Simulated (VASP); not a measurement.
Crystal: La2O3.

```
La O
1.0
     3.93078    0.00000    0.00000
    -1.96539    3.40415    0.00000
     0.00000    0.00000    6.11195
La O
2 3
Direct
  0.66667 0.33333 0.75376
  0.33333 0.66667 0.24624
  0.66667 0.33333 0.35411
  0.33333 0.66667 0.64589
  0.00000 0.00000 0.00000
```

The cell is a database's computed one.

- Program: VASP 6.6.1
- Task: relaxation of cell and atoms
- Functional: PBEsol
- Potentials or basis: VASP PAW PBE potentials, release 64 (La, O)
- Cutoff: 600 eV
- k mesh: 9 × 9 × 5
- Occupations: gaussian, width 0.03 eV
- Spin: no spin polarisation

At the start: pressure -3.3 GPa; volume 16.36 Å³/atom.

Problem. How do energy, volume and symmetry change on relaxing?

Solution. Over 10 steps the energy falls by 4.4 meV/atom and the volume is 15.93 Å³/atom (-2.6 %); space group P-3m1 (No. 164, to 0.05 Å).

Step by step:
```csv
step,energy change (eV),largest force (eV/Å),pressure (GPa),volume (Å³)
1,0.0000,0.1039,-3.30,81.78
2,0.0052,0.3971,3.90,77.86
3,-0.0203,0.1246,-0.08,79.90
4,-0.0214,0.0207,-0.03,79.75
5,-0.0215,0.0160,-0.02,79.69
6,-0.0217,0.0167,0.03,79.65
7,-0.0218,0.0173,0.06,79.61
8,-0.0218,0.0137,-0.10,79.68
9,-0.0218,0.0142,-0.07,79.67
10,-0.0218,0.0055,-0.04,79.64
```

Final structure:
```
CELL_PARAMETERS angstrom
3.90418 0.00000 0.00000
-1.95209 3.38112 0.00000
0.00000 0.00000 6.03334
ATOMIC_POSITIONS crystal
La 0.66667 0.33333 0.75468
La 0.33333 0.66667 0.24532
O 0.66667 0.33333 0.35402
O 0.33333 0.66667 0.64598
O 0.00000 0.00000 0.00000
```

Caveat: the PAW data sets were made with another functional, which shifts forces and pressure a little.
